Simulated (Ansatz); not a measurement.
# Si: the cost of one run

Program: Ansatz 0.2.0. Level of theory: DFT PBEsol, scalar-relativistic, plane waves, PAW. These are calculated values, not measurements.

### Step 1. The starting structure

The structure is orthorhombic, space group Cmcm (No. 63). The conventional cell has a = 3.829 Å, b = 10.705 Å, c = 12.673 Å, α = 90.00°, β = 90.00°, γ = 90.00°. Around Si (site symmetry m) lie 4 Si at 2.34 to 2.38 Å. Si (site symmetry m) has 4 Si at 2.35 to 2.38 Å as nearest neighbours.

Structure file:

```
Si
1.0
     1.91443   -5.35268    0.00000
     1.91443    5.35268    0.00000
     0.00000    0.00000   12.67273
Si
12
Direct
  0.75727 0.24273 0.94511
  0.24273 0.75727 0.05489
  0.75727 0.24273 0.55489
  0.24273 0.75727 0.44511
  0.42869 0.57131 0.15727
  0.57131 0.42869 0.84273
  0.42869 0.57131 0.34273
  0.57131 0.42869 0.65727
  0.97127 0.02873 0.90937
  0.02873 0.97127 0.09063
  0.97127 0.02873 0.59063
  0.02873 0.97127 0.40937
```

The structure comes from the Materials Project (structure only).

### Step 6. Plan of the scan

The energy is mapped over two homogeneous strains (x along [1 0 0], y along [0 1 0], z along [0 0 1] of the conventional cell).

The axes are (1) engineering shear strain xy: 7 values from −30 to 30 %; (2) equal normal strain along x and y: 7 values from −15 to 15 %.

Nothing else is relaxed (fractional coordinates fixed). Energies count from the relaxed crystal. Points are written as (first, second).

(The set-up runs are not shown.)

### Step 7. Grid point (−30 %, −15 %)

The input, input.yaml:

```yaml
crystal:
  lattice:
    - [2.4269748905, -4.8322500504, 0.0]
    - [0.8226750437, 4.258782415, 0.0]
    - [0.0, 0.0, 12.6538471797]
  atoms:
    - { symbol: Si, position: [0.7570405043, 0.2429594957, 0.9450993343] }
    - { symbol: Si, position: [0.2429594957, 0.7570405043, 0.0549006657] }
    - { symbol: Si, position: [0.7570405043, 0.2429594957, 0.5549006657] }
    - { symbol: Si, position: [0.2429594957, 0.7570405043, 0.4450993343] }
    - { symbol: Si, position: [0.4286865207, 0.5713134793, 0.157224205] }
    - { symbol: Si, position: [0.5713134793, 0.4286865207, 0.842775795] }
    - { symbol: Si, position: [0.4286865207, 0.5713134793, 0.342775795] }
    - { symbol: Si, position: [0.5713134793, 0.4286865207, 0.657224205] }
    - { symbol: Si, position: [0.971216289, 0.028783711, 0.9093716909] }
    - { symbol: Si, position: [0.028783711, 0.971216289, 0.0906283091] }
    - { symbol: Si, position: [0.971216289, 0.028783711, 0.5906283091] }
    - { symbol: Si, position: [0.028783711, 0.971216289, 0.4093716909] }
basis:
  ecutwfc: 420
kpoints:
  mp_grid: { grid: [10, 10, 4] }
hamiltonian:
  xc: pbesol
  pseudopotentials: { kind: paw, azcp: { folder: soft_1 } }
scf:
  occupations: { method: gaussian, width: 0.05 }
output:
  forces: true
  stress: true
  eigenvalues: true
```

On the command line:

```bash
$ ansatz run input.yaml --threads 4 --pin off --max-ram 8192MiB --backend cpu --events-out ev --progress --plain --runs-dir out
```

Q: Estimate wall time and peak memory on 4 threads of Arm Neoverse V1, shared host.

About 20 s, with a peak of 0.99 GiB.
